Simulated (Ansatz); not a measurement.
Structure relaxation of Tl

Method: Ansatz 0.2.0, DFT PBEsol, scalar-relativistic, plane waves, PAW. Cutoff 420 eV, Γ-centred k mesh, Gaussian smearing, no spin polarisation in the final step.

The start puts Tl on the alpha-boron structure type (R-3m, No. 166), at a guessed volume.

```
Tl
1.0
     4.01897    2.32035    6.85396
    -4.01897    2.32035    6.85396
     0.00000   -4.64071    6.85396
Tl
12
Direct
  0.01019 0.65361 0.01019
  0.01019 0.01019 0.65361
  0.65361 0.01019 0.01019
  0.98981 0.34639 0.98981
  0.34639 0.98981 0.98981
  0.98981 0.98981 0.34639
  0.22118 0.63060 0.22118
  0.22118 0.22118 0.63060
  0.63060 0.22118 0.22118
  0.77882 0.36940 0.77882
  0.36940 0.77882 0.77882
  0.77882 0.77882 0.36940
```

Cell and atoms relax at zero pressure; the relaxation can't lower the symmetry of the start. After a coarse first stage the cell is made exact in the group found at 0.06 Å.

Energies count from the standard state of Tl at the same level.

Task: Describe the relaxed structure.

Result: It keeps R-3m (No. 166), but not the shape of the type it started on. Conventional cell: a = 8.682 Å, c = 17.881 Å. Tl on Wyckoff site h (6 atoms of the primitive cell) is coordinated by 6 Tl at 3.13–3.17 Å; Tl on Wyckoff site h (6 atoms of the primitive cell) is coordinated by 7 Tl at 3.13–3.35 Å.

Space group R-3m:H (No. 166). a = 8.682 Å, b = 8.682 Å, c = 17.881 Å, α = 90.00°, β = 90.00°, γ = 120.00°
```json
{"atom": "Tl", "site": "18h", "symmetry": ".m", "x": "0.2115", "y": "0.7885", "z": "0.9135"}
{"atom": "Tl", "site": "18h", "symmetry": ".m", "x": "0.2053", "y": "0.7947", "z": "0.0901"}
```

Task: What are its volume, energy, density and gap?

Result: The volume per atom is 32.42 Å³, the density is 10.47 g/cm³ and the energy over the standard structure is 0.14 eV/atom. The gap on the 6×6×6 mesh is 0 eV (a metal).

The final run used a 6×6×6 mesh on its 12-atom cell and 0.10 eV smearing. For metals, differences of a few meV/atom aren't resolved. Spin–orbit coupling is left out. Symmetry constrained the relaxation, so the result can be a saddle point.

This form isn't the element's structure at ambient conditions.